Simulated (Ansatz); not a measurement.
# SnO: the cost of one run

Method: DFT PBEsol, scalar-relativistic, plane waves, PAW, in Ansatz 0.2.0.

**1. The system as given**

The structure is orthorhombic, space group Pmn2_1 (No. 31). Conventional cell: a = 3.355 Å, b = 5.674 Å, c = 4.222 Å, α = 90.00°, β = 90.00°, γ = 90.00°. Around Sn (site symmetry m) lie 3 O at 2.15 to 2.16 Å. O (site symmetry m) has 3 Sn at 2.15 to 2.16 Å as nearest neighbours.

Structure file:

```cif
data_structure
_symmetry_space_group_name_H-M 'P 1'
_symmetry_Int_Tables_number 1
_cell_length_a 3.3550
_cell_length_b 5.6741
_cell_length_c 4.2220
_cell_angle_alpha 90.000
_cell_angle_beta 90.000
_cell_angle_gamma 90.000
_cell_volume 80.37
loop_
_atom_site_label
_atom_site_type_symbol
_atom_site_fract_x
_atom_site_fract_y
_atom_site_fract_z
_atom_site_occupancy
Sn1 Sn 0.00000 0.23191 0.51314 1
Sn2 Sn 0.50000 0.76809 0.01314 1
O1 O 0.00000 0.89125 0.73686 1
O2 O 0.50000 0.10875 0.23686 1
```

It goes back to an entry of the Materials Project, which need not be the stable form.

No relaxation comes first: the listed cell is the starting point.

**2. Zero of energy**

The reference gives a free energy of -13021.0020 eV, pressure -3.07 GPa, largest force 0.426 eV/Å and gap on the mesh 1.34 eV. It was computed beforehand with the settings of the runs below.

**3. The scan: shifting one sublattice**

Every Sn atom is moved by x along the Cartesian unit vector (0.707, 0.707, 0.000); the cell and all other atoms stay fixed. Forces below are components along that vector, summed over the moved atoms.

**4. At x = -0.100 Å**

input.yaml

```yaml
crystal:
  lattice:
    - [3.355005, 0.0, 0.0]
    - [0.0, 5.674104, 0.0]
    - [0.0, 0.0, 4.22197]
  atoms:
    - { symbol: Sn, position: [-0.0210761767, 0.219447001, 0.513144] }
    - { symbol: Sn, position: [0.4789238233, 0.755629001, 0.013144] }
    - { symbol: O, position: [0.0, 0.89125, 0.736857] }
    - { symbol: O, position: [0.5, 0.10875, 0.236857] }
basis:
  ecutwfc: 420
kpoints:
  mp_grid: { grid: [8, 6, 6] }
hamiltonian:
  xc: pbesol
scf:
  occupations: { method: gaussian, width: 0.05 }
output:
  forces: true
  stress: true
  eigenvalues: true
```

Started as:

```console
$ ansatz run input.yaml --threads 1 --pin off --max-ram 2560MiB --backend cpu --events-out ev --progress --plain --runs-dir out
```

What time and memory should one allow on 1 thread of Arm Neoverse V1, shared host?

About 23 s, with a peak of 0.46 GiB.
